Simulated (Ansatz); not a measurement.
Ti2Co:

```
Co Ti
1.0
     0.00000    3.36500    3.36500
     3.36500    0.00000    3.36500
     3.36500    3.36500    0.00000
Co Ti
2 4
Direct
  0.75000 0.75000 0.75000
  0.50000 0.50000 0.50000
  0.12500 0.62500 0.12500
  0.12500 0.12500 0.62500
  0.62500 0.12500 0.12500
  0.12500 0.12500 0.12500
```

Base run:

| Item | Value |
| --- | --- |
| Program | Ansatz 0.2.0 |
| Functional | PBEsol |
| Potentials or basis | Ansatz PAW |
| Cutoff | 420 eV (not typed: the program's choice for these potentials) |
| k mesh | 6 × 6 × 6 |
| Occupations | fermi-dirac, width 0.05 eV |
| Spin | collinear spin, ferromagnetic start |
| Starting moments | [1.0, 1.0, 0.5, 0.5, 0.5, 0.5] μB |
| Fixed moment | 4 μB |

Its results: pressure 19.3 GPa; site moments Co +1.15; Ti +0.36 μB.

Q: The run is repeated on the same cell with these changes: fixed moment from 4 μB to 10 μB; moments at the start from [1.0, 1.0, 0.5, 0.5, 0.5, 0.5] to [2.5, 2.5, 1.25, 1.25, 1.25, 1.25]. What comes out?

A: Pressure 32.6 GPa; site moments Co +1.98; Ti +1.06 μB.

Caveats: the total moment is fixed, so each spin has its own Fermi level; the PAW data sets come from PBE, with cores solved anew for the run's functional, which leaves a small shift of forces and pressure; the thresholds are loose for stress; a pressure of tens of GPa on the cell as given is suspect, and the run, the potentials or the cell itself is likely at fault (some runs).
